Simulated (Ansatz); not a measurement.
**Se: molecular dynamics**

Purpose: to ramp the temperature up and watch the lattice. Runs: 300 steps of 4.5 fs under a Langevin thermostat, set from 300 K to 1800 K by a schedule. The start is the crystal (R-3m), its volume scaled by 1.05.

Program: Ansatz 0.2.0. Level of theory: DFT PBE, plane waves, PAW, scalar-relativistic, no spin polarisation. These are calculated values, not measurements.

**1. Starting point**

The cell holds 16 atoms (Se16): a = 5.768 Å, b = 5.768 Å, c = 5.768 Å, α = 85.45°, β = 85.45°, γ = 85.45°.

Structure file:

```
CELL_PARAMETERS angstrom
-3.91313 -2.25924 3.58449
3.91313 -2.25924 3.58449
0.00000 4.51849 3.58449
ATOMIC_POSITIONS crystal
Se 0.00000 0.00000 0.00000
Se 0.50000 0.00000 0.00000
Se 0.00000 0.50000 0.00000
Se 0.00000 0.00000 0.50000
Se 0.25000 0.25000 0.25000
Se 0.50000 0.50000 0.00000
Se 0.50000 0.00000 0.50000
Se 0.75000 0.25000 0.25000
Se 0.00000 0.50000 0.50000
Se 0.25000 0.75000 0.25000
Se 0.25000 0.25000 0.75000
Se 0.50000 0.50000 0.50000
Se 0.75000 0.75000 0.25000
Se 0.75000 0.25000 0.75000
Se 0.25000 0.75000 0.75000
Se 0.75000 0.75000 0.75000
```

**2. The run**

300 steps of 4.5 fs under a Langevin thermostat, set from 300 K to 1800 K by a schedule.

input.yaml

```yaml
crystal:
  lattice:
    - [-3.913126, -2.259244, 3.584491]
    - [3.913126, -2.259244, 3.584491]
    - [0.0, 4.518489, 3.584491]
  atoms:
    - { symbol: Se, position: [0.0, 0.0, 0.0] }
    - { symbol: Se, position: [0.5, 0.0, 0.0] }
    - { symbol: Se, position: [0.0, 0.5, 0.0] }
    - { symbol: Se, position: [0.0, 0.0, 0.5] }
    - { symbol: Se, position: [0.25, 0.25, 0.25] }
    - { symbol: Se, position: [0.5, 0.5, 0.0] }
    - { symbol: Se, position: [0.5, 0.0, 0.5] }
    - { symbol: Se, position: [0.75, 0.25, 0.25] }
    - { symbol: Se, position: [0.0, 0.5, 0.5] }
    - { symbol: Se, position: [0.25, 0.75, 0.25] }
    - { symbol: Se, position: [0.25, 0.25, 0.75] }
    - { symbol: Se, position: [0.5, 0.5, 0.5] }
    - { symbol: Se, position: [0.75, 0.75, 0.25] }
    - { symbol: Se, position: [0.75, 0.25, 0.75] }
    - { symbol: Se, position: [0.25, 0.75, 0.75] }
    - { symbol: Se, position: [0.75, 0.75, 0.75] }
basis:
  ecutwfc: 420.0
kpoints:
  mp_grid: { grid: [3, 3, 3] }
hamiltonian:
  xc: pbe
scf:
  occupations: { method: fermi_dirac, width: 0.16 }
  lower_state_search: "off"
md:
  timestep: 4.5
  n_steps: 300
  ensemble: nvt_langevin
  temperature: 300.0
  initial_velocities: maxwell_boltzmann
  seed: 467670
  friction: 0.02
  temperature_schedule: [{ n_steps: 300, end_temperature: 1800.0 }]
```

On the command line:

```bash
> ansatz run input.yaml --threads 4 --pin off --max-ram 10240MiB --backend cpu --events-out ev --progress --plain --runs-dir out
```

Q: Predict the outcome of this session. Wanted: temperature, first and last step; temperature, second half; potential energy, second half; mean square displacement, second half.

**Answer**, as computed:

```
                             quantity                            value
                               length              300 steps of 4.5 fs
     temperature, first and last step                   281 and 1760 K
             temperature, second half  mean 1404 K, from 809 to 2281 K
        potential energy, second half     +187 meV/atom from the start
mean square displacement, second half                      Se 0.045 Å²
```

In words: Under a schedule from 300 to 1800 K over 1350 fs, the atoms average 1757 K over the last tenth of the run. Such a rate, of order 10^15 K/s, is far beyond any furnace or quench. Counted from the crystal's sites, with the common drift removed, the atoms stand 0.22 Å away over the last tenth of the run (root mean square), 9 % of the neighbour distance: under the 10 to 20 % at which crystals usually melt. Averages from a run of 1350 fs with 16 atoms are rough.
